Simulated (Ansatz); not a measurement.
## Structures of ZrC: which is lowest?

Plane-wave DFT in Ansatz with scalar-relativistic PAW potentials, cutoff 420 eV, Γ-centred meshes chosen by cell and gap, Gaussian smearing with energies taken to zero width. Every cell was relaxed (cell and atoms) in a run of its own, within the symmetry of its start. Functional: PBE.

Relaxed structures (starts from databases or built by putting these elements on another compound's sites):
A. P6_3/mmc, 4 atoms in the computed cell, a = 3.376 Å, c = 5.282 Å; sites (symmetry × multiplicity) Zr -6m2 × 2, C -3m. × 2; start: database
B. Cmcm, 4 atoms in the computed cell, a = 3.228 Å, b = 10.081 Å, c = 3.364 Å; sites (symmetry × multiplicity) Zr m2m × 4, C m2m × 4; start: built
C. Fm-3m, 2 atoms in the computed cell, a = 4.709 Å; sites (symmetry × multiplicity) Zr m-3m × 4, C m-3m × 4; start: database

Rank them by energy. Could pressure change the order?

| structure | group | E − E(lowest) (meV/atom) | V (Å³/atom) | gap on mesh (eV) |
| --- | --- | --- | --- | --- |
| C | Fm-3m | 0.0 | 13.05 | 0.00 |
| A | P6_3/mmc | 167 | 13.03 | 0.00 |
| B | Cmcm | 463 | 13.69 | 0.00 |

C is lowest, 167 meV/atom under A. The two lowest differ in volume by under 3 %, too little for a first-order estimate of what pressure does to that pair (other pairs aren't weighed here); with rigid cells even 3 % in favour of the higher one would need about 68 GPa. Other structures may lie lower than all of these, and vibrations aren't counted.